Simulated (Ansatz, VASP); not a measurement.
## Two plane-wave programs on CdSe (Cadmoselite)

The input INCAR:

```
SYSTEM = CdSe
  ALGO = Normal
  EDIFF = 1E-6
  ENCUT = 520
  GGA = PE
  ISIF = 2
  ISMEAR = 0
  LASPH = .True.
  LCHARG = .True.
  LELF = .True.
  LREAL = .False.
  LWAVE = .False.
  NELM = 80
  PREC = Accurate
  SIGMA = 0.02
```

File KPOINTS:

```
k-points
0
Gamma
  7 7 4
  0 0 0
```

File POSCAR:

```
CdSe
1.0
    4.3000000000      0.0000000000      0.0000000000
   -2.1500000000      3.7239092363      0.0000000000
    0.0000000000      0.0000000000      7.0200000000
Cd Se
2 2
Direct
    0.6666666667      0.3333333333      0.5000000000
    0.3333333333      0.6666666667      0.0000000000
    0.6666666667      0.3333333333      0.8850000000
    0.3333333333      0.6666666667      0.3850000000
```

File input.yaml:

```yaml
crystal:
  lattice:
    - [4.3, 0.0, 0.0]
    - [-2.15, 3.7239092363, 0.0]
    - [0.0, 0.0, 7.02]
  atoms:
    - { symbol: Cd, position: [0.6666666667, 0.3333333333, 0.5] }
    - { symbol: Cd, position: [0.3333333333, 0.6666666667, 0.0] }
    - { symbol: Se, position: [0.6666666667, 0.3333333333, 0.885] }
    - { symbol: Se, position: [0.3333333333, 0.6666666667, 0.385] }
hamiltonian:
  xc: pbe
  pseudopotentials: { kind: paw }
kpoints:
  mp_grid: { grid: [7, 7, 4] }
scf:
  occupations: { method: gaussian, width: 0.02 }
output:
  forces: true
  stress: true
  eigenvalues: true
```

Alike in both runs: functional PBE; k mesh 7 × 7 × 4; occupations gaussian, width 0.02 eV; no spin polarisation.

|  | VASP | Ansatz |
| --- | --- | --- |
| version | VASP 6.6.1 | Ansatz 0.2.0 |
| potentials or method | VASP PAW PBE potentials, release 64 (Cd, Se) | Ansatz PAW |
| plane-wave cutoff (eV) | 520 | 420 |
| valence electrons in the cell | 36 | 72 |
| task | electron localisation function | single point |

|  | VASP | Ansatz | Ansatz less VASP |
| --- | --- | --- | --- |
| gap on the k mesh at the Fermi level (eV) | 0.70 | 0.70 | 0.000 |
| least direct gap on the mesh (eV) | 0.70 | 0.70 | 0.000 |
| pressure (GPa) | 3.3 | 3.0 | -0.32 |
| largest component of the traceless stress (GPa) | 1.40 | 1.35 | -0.053 |
| rms of the force components (eV/Å) | 0.168 | 0.163 | -0.0055 |

Atom by atom the forces differ by 0.006 eV/Å (rms over components). The two sets of potentials don't hold the same shells in valence.

Caveats: odd divisions of the mesh miss points on the zone boundary, where band edges often lie, so the gap on the mesh can be too wide (Ansatz).
